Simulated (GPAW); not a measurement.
# MnSi (Pm-3m) in GPAW: convergence with convergence criteria

Aim: find how far convergence criteria must go before the results for MnSi settle, at r2SCAN. This setting moves, with any that are tied to it; all else stays.

Everything below comes from runs of GPAW 26.7.0. Logs are shortened: lines on timing, memory, paths and dates and some standing lists are left out, and cuts for length are marked. The log counts tension as positive stress, the text compression.

**1. The crystal as given**

It takes space group Pm-3m (No. 221, cubic). Conventional cell: a = 2.987 Å, b = 2.987 Å, c = 2.987 Å, α = 90.00°, β = 90.00°, γ = 90.00°. Mn (site symmetry m-3m) is surrounded by 8 Si at 2.59 Å. Si (site symmetry m-3m) is surrounded by 8 Mn at 2.59 Å.

The cell was built by a generator and needn't be a form met in nature.

**2. With convergence criteria density=0.001 energy=0.01 eigenstates=0.0001**

run.py

```python
from ase.dft.bandgap import bandgap
from ase.io import read, write
from ase.units import GPa
from gpaw import GPAW, PW

atoms = read('POSCAR')
atoms.set_initial_magnetic_moments([4.0, 0.0])

calc = GPAW(mode=PW(600),
            xc='MGGA_X_R2SCAN+MGGA_C_R2SCAN',
            kpts={'size': (7, 7, 7), 'gamma': True},
            occupations={'name': 'fermi-dirac', 'width': 0.05},
            nbands=20,
            convergence={'density': 0.001, 'energy': 0.01, 'eigenstates': 0.0001},
            maxiter=100,
            txt='gpaw.txt')
atoms.calc = calc
energy = atoms.get_potential_energy()
forces = atoms.get_forces()
stress = atoms.get_stress()
calc.write('gs.gpw')
write('result.traj', atoms)
print(f'Energy: {energy:.6f} eV')
print('Forces (eV/A):')
print(forces.round(4))
print('Stress (GPa):', (stress / GPa).round(3))
print('Moments:', calc.get_magnetic_moments().round(3))
print('Fermi level:', round(calc.get_fermi_level(), 4), 'eV')
print(f'Gap: {bandgap(calc)[0]:.4f} eV, direct: {bandgap(calc, direct=True)[0]:.4f} eV')
```

POSCAR

```
MnSi
1.0
    2.9874314600      0.0000000000      0.0000000000
    0.0000000000      2.9874314600      0.0000000000
    0.0000000000      0.0000000000      2.9874314600
Mn Si
1 1
Direct
    0.5000000000      0.5000000000      0.5000000000
    0.0000000000      0.0000000000      0.0000000000
```

Potentials or basis: GPAW PAW data sets (gpaw-data 1.2.1), pw.

Started as:

```bash
> OMP_NUM_THREADS=1 python run.py
```

It took 52 s on 1 thread of Arm Neoverse V1, shared host; peak memory 0.25 GiB.

What came out:

| Property | Result |
| --- | --- |
| Free energy | -23.2932 eV |
| Pressure | -6.5 GPa |
| Band gap on the k mesh | none (metal or under the smearing width) |
| Net moment | 2.92 μB per cell |
| Site moments | Mn +2.98; Si -0.09 μB |

**3. With convergence criteria default**

Edit run.py of step 2 so:

```diff
@@ -13,3 +13,2 @@
             nbands=20,
-            convergence={'density': 0.001, 'energy': 0.01, 'eigenstates': 0.0001},
             maxiter=100,
```

POSCAR is that of step 2.

Potentials or basis: GPAW PAW data sets (gpaw-data 1.2.1), pw.

Started as:

```bash
> OMP_NUM_THREADS=1 python run.py
```

Run time: 67 s. Hardware: 1 thread of Arm Neoverse V1, shared host; peak memory 0.25 GiB.

It converged, with:

| Property | Result |
| --- | --- |
| Free energy | -23.2932 eV |
| Pressure | -6.6 GPa |
| Band gap on the k mesh | none (metal or under the smearing width) |
| Net moment | 2.91 μB per cell |
| Site moments | Mn +2.97; Si -0.09 μB |

**4. With convergence criteria density=1e-05 energy=1e-05**

Edit run.py of step 3 so:

```diff
@@ -13,2 +13,3 @@
             nbands=20,
+            convergence={'density': 1e-05, 'energy': 1e-05},
             maxiter=100,
```

POSCAR is that of step 3.

Started as:

```bash
> OMP_NUM_THREADS=1 python run.py
```

It took 70 s on 1 thread of Arm Neoverse V1, shared host; peak memory 0.25 GiB.

The run converged. Its results:

| Quantity | Value |
| --- | --- |
| Free energy | -23.2932 eV |
| Pressure | -6.6 GPa |
| Band gap on the k mesh | none (metal or under the smearing width) |
| Net moment | 2.91 μB per cell |
| Site moments | Mn +2.97; Si -0.09 μB |

**5. With convergence criteria density=1e-05 forces=0.0001**

Edit run.py of step 4 so:

```diff
@@ -13,3 +13,3 @@
             nbands=20,
-            convergence={'density': 1e-05, 'energy': 1e-05},
+            convergence={'density': 1e-05, 'forces': 0.0001},
             maxiter=100,
```

POSCAR is that of step 4.

Started as:

```bash
> OMP_NUM_THREADS=1 python run.py
```

Run time: 71 s. Hardware: 1 thread of Arm Neoverse V1, shared host; peak memory 0.25 GiB.

It converged, with:

```
Free energy            : -23.2932 eV
Pressure               : -6.6 GPa
Band gap on the k mesh : none (metal or under the smearing width)
Net moment             : 2.91 μB per cell
Site moments           : Mn +2.97; Si -0.09 μB
```

**6. With convergence criteria density=1e-06 energy=1e-06 eigenstates=1e-10**

Edit run.py of step 5 so:

```diff
@@ -13,3 +13,3 @@
             nbands=20,
-            convergence={'density': 1e-05, 'forces': 0.0001},
+            convergence={'density': 1e-06, 'energy': 1e-06, 'eigenstates': 1e-10},
             maxiter=100,
```

POSCAR is that of step 5.

Potentials or basis: GPAW PAW data sets (gpaw-data 1.2.1), pw.

Started as:

```bash
> OMP_NUM_THREADS=1 python run.py
```

gpaw.txt:

```text
__  _  _
 | _ |_)|_||  |
 |__||  | ||/\| - 26.7.0

Input parameters:
  mode=PW(ecut=600.0),
  convergence={'density': 1e-06, 'energy': 1e-06, 'eigenstates': 1e-10},
  kpts=MonkhorstPack(size=(7, 7, 7), gamma=True),
  maxiter=100,
  nbands=20,
  occupations=Occupations(name='fermi-dirac', width=0.05),
  xc=XC(name='MGGA_X_R2SCAN+MGGA_C_R2SCAN')

Diagonalizing LCAO Hamiltonian
Converting LCAO to pw mode
   .------.
  /|      |
 * |      |
 | |  Mn  |
 | .------.
 |/      /
 Si-----*

Atoms  # Å, Bohr magnetons
|   | symbol |        x |        y |        z |    initial magnetic moments |
|---|--------|----------|----------|----------|-----------------------------|
| 0 |     Mn | 1.493716 | 1.493716 | 1.493716 | ( 0.0000,  0.0000,  4.0000) |
| 1 |     Si | 0.000000 | 0.000000 | 0.000000 | ( 0.0000,  0.0000,  0.0000) |

Unit cell  # Å
| periodic |        x |        y |        z |  lengths |    angles |
|----------|----------|----------|----------|----------|-----------|
|      yes | 2.987431 | 0.000000 | 0.000000 | 2.987431 | 90.000000 |
|      yes | 0.000000 | 2.987431 | 0.000000 | 2.987431 | 90.000000 |
|      yes | 0.000000 | 0.000000 | 2.987431 | 2.987431 | 90.000000 |

Number of symmetries: 48
Symmetry operations  # r_c * U_cc + t_c -> r_c
|    | kind |            matrix            |
|----|------|------------------------------|
|  0 |  E   |  1, 0, 0,  0, 1, 0,  0, 0, 1 |
|  1 |  σ   |  1, 0, 0,  0, 1, 0,  0, 0,-1 |
|  2 |  σ   |  1, 0, 0,  0, 0, 1,  0, 1, 0 |
|  3 |  C4  |  1, 0, 0,  0, 0, 1,  0,-1, 0 |
|  4 |  C4  |  1, 0, 0,  0, 0,-1,  0, 1, 0 |
|  5 |  σ   |  1, 0, 0,  0, 0,-1,  0,-1, 0 |
|  6 |  σ   |  1, 0, 0,  0,-1, 0,  0, 0, 1 |
|  7 |  C2  |  1, 0, 0,  0,-1, 0,  0, 0,-1 |
|  8 |  σ   |  0, 1, 0,  1, 0, 0,  0, 0, 1 |
|  9 |  C2  |  0, 1, 0,  1, 0, 0,  0, 0,-1 |
| 10 |  C3  |  0, 1, 0,  0, 0, 1,  1, 0, 0 |
| 11 |  S6  |  0, 1, 0,  0, 0, 1, -1, 0, 0 |
| 12 |  S6  |  0, 1, 0,  0, 0,-1,  1, 0, 0 |
| 13 |  C3  |  0, 1, 0,  0, 0,-1, -1, 0, 0 |
| 14 |  C4  |  0, 1, 0, -1, 0, 0,  0, 0, 1 |
| 15 |  S4  |  0, 1, 0, -1, 0, 0,  0, 0,-1 |
| 16 |  C3  |  0, 0, 1,  1, 0, 0,  0, 1, 0 |
| 17 |  S6  |  0, 0, 1,  1, 0, 0,  0,-1, 0 |
| 18 |  σ   |  0, 0, 1,  0, 1, 0,  1, 0, 0 |
| 19 |  C4  |  0, 0, 1,  0, 1, 0, -1, 0, 0 |
| 20 |  C2  |  0, 0, 1,  0,-1, 0,  1, 0, 0 |
| 21 |  S4  |  0, 0, 1,  0,-1, 0, -1, 0, 0 |
| 22 |  S6  |  0, 0, 1, -1, 0, 0,  0, 1, 0 |
| 23 |  C3  |  0, 0, 1, -1, 0, 0,  0,-1, 0 |
| 24 |  S6  |  0, 0,-1,  1, 0, 0,  0, 1, 0 |
| 25 |  C3  |  0, 0,-1,  1, 0, 0,  0,-1, 0 |
| 26 |  C4  |  0, 0,-1,  0, 1, 0,  1, 0, 0 |
| 27 |  σ   |  0, 0,-1,  0, 1, 0, -1, 0, 0 |
| 28 |  S4  |  0, 0,-1,  0,-1, 0,  1, 0, 0 |
| 29 |  C2  |  0, 0,-1,  0,-1, 0, -1, 0, 0 |
| 30 |  C3  |  0, 0,-1, -1, 0, 0,  0, 1, 0 |
| 31 |  S6  |  0, 0,-1, -1, 0, 0,  0,-1, 0 |
| 32 |  C4  |  0,-1, 0,  1, 0, 0,  0, 0, 1 |
| 33 |  S4  |  0,-1, 0,  1, 0, 0,  0, 0,-1 |
| 34 |  S6  |  0,-1, 0,  0, 0, 1,  1, 0, 0 |
| 35 |  C3  |  0,-1, 0,  0, 0, 1, -1, 0, 0 |
| 36 |  C3  |  0,-1, 0,  0, 0,-1,  1, 0, 0 |
| 37 |  S6  |  0,-1, 0,  0, 0,-1, -1, 0, 0 |
| 38 |  σ   |  0,-1, 0, -1, 0, 0,  0, 0, 1 |
| 39 |  C2  |  0,-1, 0, -1, 0, 0,  0, 0,-1 |
| 40 |  σ   | -1, 0, 0,  0, 1, 0,  0, 0, 1 |
| 41 |  C2  | -1, 0, 0,  0, 1, 0,  0, 0,-1 |
| 42 |  C2  | -1, 0, 0,  0, 0, 1,  0, 1, 0 |
| 43 |  S4  | -1, 0, 0,  0, 0, 1,  0,-1, 0 |
| 44 |  S4  | -1, 0, 0,  0, 0,-1,  0, 1, 0 |
| 45 |  C2  | -1, 0, 0,  0, 0,-1,  0,-1, 0 |
| 46 |  C2  | -1, 0, 0,  0,-1, 0,  0, 0, 1 |
| 47 |  i   | -1, 0, 0,  0,-1, 0,  0, 0,-1 |

BZ-sampling:
  Number of BZ points: 343
  Number of IBZ points: 20

  Monkhorst-Pack size: [7, 7, 7]
  Monkhorst-Pack shift: [0, 0, 0]

K-points  # in reciprocal-cell coordinates
|     |                                coordinates |     weight |
|-----|--------------------------------------------|------------|
|   0 | (  0.00000000,   0.00000000,   0.00000000) | 0.00291545 |
|   1 | (  0.14285714,   0.00000000,   0.00000000) | 0.01749271 |
|   2 | (  0.14285714,   0.14285714,   0.00000000) | 0.03498542 |
|   3 | (  0.14285714,   0.14285714,   0.14285714) | 0.02332362 |
|   4 | (  0.28571429,   0.00000000,   0.00000000) | 0.01749271 |
|   5 | (  0.28571429,   0.14285714,   0.00000000) | 0.06997085 |
|   6 | (  0.28571429,   0.14285714,   0.14285714) | 0.06997085 |
|   7 | (  0.28571429,   0.28571429,   0.00000000) | 0.03498542 |
|   8 | (  0.28571429,   0.28571429,   0.14285714) | 0.06997085 |
|   9 | (  0.28571429,   0.28571429,   0.28571429) | 0.02332362 |
| ... |                                            |            |
|  19 | (  0.42857143,   0.42857143,   0.42857143) | 0.02332362 |

Plane wave coefficients: 905
Cutoff: 600.0 eV

Spin-components: 2 (collinear spins)
Bands:           20
Projectors:      11
Spin-degeneracy: 1
Datatype:        complex128

Parallelization:
  kpt:    1
  domain: 1
  band:   1

Density:
  Valence electrons: 19.0
  Components: 2
  Grid points: [18 18 18]
  Charge: 0.0  # |e|

Potential:
  Grid points: [18 18 18]

species:
  Mn:
    name:    Manganese
    Z:       25.0
    valence: 15
    core:    10
    charge:  0.0  # [|e|]
    compensation charges:
      type: gauss
      rc: 0.38  # [Å]
      lmax: 2
    cutoffs:
      filter: 2.14  # [Å]
      core: 0.86  # [Å]
    projectors
    | kind |    occ | energy [eV] | rcut [Å] |
    |------|--------|-------------|----------|
    |   3s |  2.000 |     -85.859 |    1.275 |
    |   4s |  2.000 |      -5.106 |    1.275 |
    |   3p |  6.000 |     -54.597 |    1.281 |
    |   4p |  0.000 |      -1.371 |    1.281 |
    |   3d |  5.000 |      -6.771 |    1.138 |
    |    d |        |      20.441 |    1.138 |

    Using partial waves for Mn as LCAO basis

  Si:
    name:    Silicon
    Z:       14.0
    valence: 4
    core:    10
    charge:  0.0  # [|e|]
    compensation charges:
      type: gauss
      rc: 0.33  # [Å]
      lmax: 2
    cutoffs:
      filter: 1.86  # [Å]
      core: 2.06  # [Å]
    projectors
    | kind |    occ | energy [eV] | rcut [Å] |
    |------|--------|-------------|----------|
    |   3s |  2.000 |     -10.812 |    1.058 |
    |   3p |  2.000 |      -4.081 |    1.058 |
    |    s |        |      16.399 |    1.058 |
    |    p |        |      23.130 |    1.058 |
    |    d |        |       0.000 |    1.058 |

    Using partial waves for Si as LCAO basis

Reference energy: -39400.432323  # eV

eigensolver:
  PPCG
  Converge bands: occupied
  niter=2

density mixing:
  MSR1-Mixer
  Pratt-step length: 0.05
  Maximum mixing coefficient: 0.75
  Old densities: 10
  SVD Regularization: 0.005
  Good broyden scale: 1.0
  Trust region scale: 1.0
  Backstep threshold: 4.0
  History deletion threshold: 6.0
  Fourier metric: weight=20.0, sigma=0.015

occupation numbers:
  Fermi-Dirac:
    width: 0.0500  # eV

poisson solver:
  ecut: 4800.0  # eV

xc functional:
  name: MGGA_X_R2SCAN+MGGA_C_R2SCAN with 2 nearest neighbor stencil

convergence criteria:
- Maximum integral of absolute [dens]ity change: 1e-06 electrons / valence electron
- Maximum [total energy] change in last 3 cyles: 1e-06 eV / valence electron
- Maximum integral of absolute [eigenst]ate change: 1e-10 eV^2 / valence electron
maximum number of iterations: 100

SCF iterations
|iter     | |      energy | eigst |  dens |  magmom |
|---------|-|-------------|-------|-------|---------|
|iter:   1| |  -25.657092 | +0.33 |       |  +4.0090|
|iter:   2| |  -23.063603 | -1.54 | -1.14 |  +3.9662|
|iter:   3| |-472176.915426 | +6.77 | -1.10 |-228.6788|
|iter:   4| |  -16.434800 | +3.82 | +1.31 |  +2.9090|
|iter:   5| |  -23.021358 | +0.76 | -0.93 |  +3.4100|
|iter:   6| |  -23.325628 | -1.14 | -1.36 |  +2.6657|
|iter:   7| |  -23.283411 | -2.74 | -1.54 |  +2.8573|
|iter:   8| |  -23.285116 | -4.09 | -2.31 |  +2.8727|
|iter:   9| |  -23.286358 | -4.05 | -2.50 |  +2.8865|
|iter:  10| |  -23.286958 | -4.14 | -2.76 |  +2.9148|
|iter:  11| |  -23.286985 | -5.00 | -3.46 |  +2.9171|
|iter:  12| |  -23.286969 | -5.91 | -3.66 |  +2.9147|
|iter:  13| |  -23.286967c| -7.27 | -4.19 |  +2.9139|
|iter:  14| |  -23.286964c| -7.76 | -4.67 |  +2.9138|
|iter:  15| |  -23.286964c| -8.80 | -5.12 |  +2.9137|
|iter:  16| |  -23.286964c| -9.49 | -5.46 |  +2.9137|
|iter:  17| |  -23.286964c|-10.47c| -5.78 |  +2.9137|
|iter:  18| |  -23.286964c|-10.34c| -6.29c|  +2.9137|

Converged in 18 steps
Energy contributions relative to reference atoms: (reference = -39400.432323)

Energy contributions:
  Kinetic:           8.117382
  Coulomb:          -5.063254
  Zero:              0.162084
  External:          0.000000
  Xc:              -26.496917
  Entropy:          -0.012517
  Spinorbit:         0.000000
  ----------------------------
  Free energy:     -23.293222
  Extrapolated:    -23.286964

dipole moment: (-6.477781, -6.477781, -6.477781)  # |e|*Ang

Total magnetic moment: (0.000000, 0.000000, 2.913715)

Local magnetic moments
|        x |        y |         z |
|----------|----------|-----------|
| 0.000000 | 0.000000 |  2.973150 |  # Mn   0
| 0.000000 | 0.000000 | -0.090677 |  # Si   1

Fermi level: 9.710
Eigenvalues  # (at kpt = [0.000, 0.000, 0.000])
| band index |      eig [eV] | occ [0-1] |      eig [eV] | occ [0-1] |
|------------|---------------|-----------|---------------|-----------|
|          0 |       -74.458 |     1.000 |       -70.200 |     1.000 |
|          1 |       -41.971 |     1.000 |       -37.753 |     1.000 |
|          2 |       -41.971 |     1.000 |       -37.753 |     1.000 |
|          3 |       -41.971 |     1.000 |       -37.753 |     1.000 |
|          4 |        -3.477 |     1.000 |        -3.652 |     1.000 |
|          5 |         5.581 |     1.000 |         8.007 |     1.000 |
[... 8 lines left out ...]
|         14 |        17.217 |     0.000 |        18.218 |     0.000 |
|         15 |        19.667 |     0.000 |        20.530 |     0.000 |
|        ... |               |           |               |           |
|         19 |        31.518 |     0.000 |        31.850 |     0.000 |

No gap
No difference between direct/indirect transitions

Forces  # eV/Ang
|       x |       y |       z |
|---------|---------|---------|
| 0.00000 | 0.00000 | 0.00000 |  # Mn   0
| 0.00000 | 0.00000 | 0.00000 |  # Si   1

Stress tensor  # eV/Ang^3
|        x |        y |        z |
|----------|----------|----------|
| 0.041070 | 0.000000 | 0.000000 |
| 0.000000 | 0.041070 | 0.000000 |
| 0.000000 | 0.000000 | 0.041070 |

# Writing to gs.gpw (mode='')
```

Wall time 82 s (1 thread of Arm Neoverse V1, shared host); peak memory 0.25 GiB.

What came out:

* Free energy: -23.2932 eV
* Pressure: -6.6 GPa
* Band gap on the k mesh: none (metal or under the smearing width)
* Net moment: 2.91 μB per cell
* Site moments: Mn +2.97; Si -0.09 μB

**7. Result**

```
                        convergence criteria  energy less the tightest run, at zero smearing (meV/atom)  pressure (GPa)  SCF cycles  CPU time (s)  peak memory (GiB)
density=0.001 energy=0.01 eigenstates=0.0001                                                      -0.01           -6.52          11            52               0.25
                                     default                                                       0.00           -6.58          14            67               0.25
                  density=1e-05 energy=1e-05                                                       0.00           -6.58          15            70               0.25
                 density=1e-05 forces=0.0001                                                       0.00           -6.58          16            71               0.25
density=1e-06 energy=1e-06 eigenstates=1e-10                                                       0.00           -6.58          18            82               0.25
```

Against the tightest run, the energy stays within 1 meV/atom from density=0.001 energy=0.01 eigenstates=0.0001 on; the pressure stays within 0.1 GPa from density=0.001 energy=0.01 eigenstates=0.0001 on. The tightest run that finished is the yardstick and may itself not be fully converged.

Caveats: the PAW data sets were made with another functional, which shifts forces and pressure a little.
